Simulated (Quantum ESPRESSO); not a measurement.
## Ga: single point with PBE

Ga:

```
CELL_PARAMETERS angstrom
2.77842 0.00000 0.00000
0.00000 3.28161 0.00000
-1.34343 0.00000 3.99027
ATOMIC_POSITIONS crystal
Ga 0.13460 0.75000 0.77017
Ga 0.86540 0.25000 0.22983
```

This isn't the form of Ga at room conditions, which is orthorhombic.

```
Program             : Quantum ESPRESSO 7.5
Task                : single point
Functional          : PBE
Potentials or basis : SSSP 1.3 efficiency PBE
Cutoff              : 952 eV
Density cutoff      : 7619 eV
k mesh              : 10 × 8 × 7
Occupations         : fermi-dirac, width 0.05 eV
Spin                : no spin polarisation
Mixing beta         : 0.5
Most SCF iterations : 120
SCF threshold       : 4e-10 Ry
```

| Quantity | Value |
| --- | --- |
| Pressure | 2.9 GPa |
| Largest force | 0.088 eV/Å |
| Band gap on the k mesh | none (metal or under the smearing width) |

Forces in eV/Å, atoms in the order of the input:
```
Ga  -0.007  0.000 -0.088
Ga   0.007  0.000  0.088
```

Stress tensor (GPa, compression positive):
```
 3.56  0.00 -0.41
 0.00  1.70  0.00
-0.41  0.00  3.39
```

Levels at points of the mesh, in eV from the Fermi level:
```csv
k point,band 9,band 10,band 11,band 12,band 13,band 14,band 15,band 16,band 17,band 18
"(0.00, 0.00, 0.00)",-14.76,-14.62,-11.40,-2.08,-1.44,1.83,5.61,9.20,10.35,10.66
"(0.00, -0.50, 0.00)",-14.69,-14.69,-7.83,-7.83,1.74,1.74,2.70,2.70,11.55,11.55
"(-0.50, 0.00, 0.00)",-14.68,-14.66,-6.26,-5.29,-1.40,0.22,6.20,6.60,8.72,9.16
"(-0.50, -0.50, 0.00)",-14.65,-14.65,-2.91,-2.91,-1.73,-1.73,2.19,2.19,4.58,4.58
```

Wall time 58 s on 2 MPI ranks on AMD EPYC 9R45 96-Core Processor (Zen 5) (shared host), peak memory 0.44 GiB a rank.
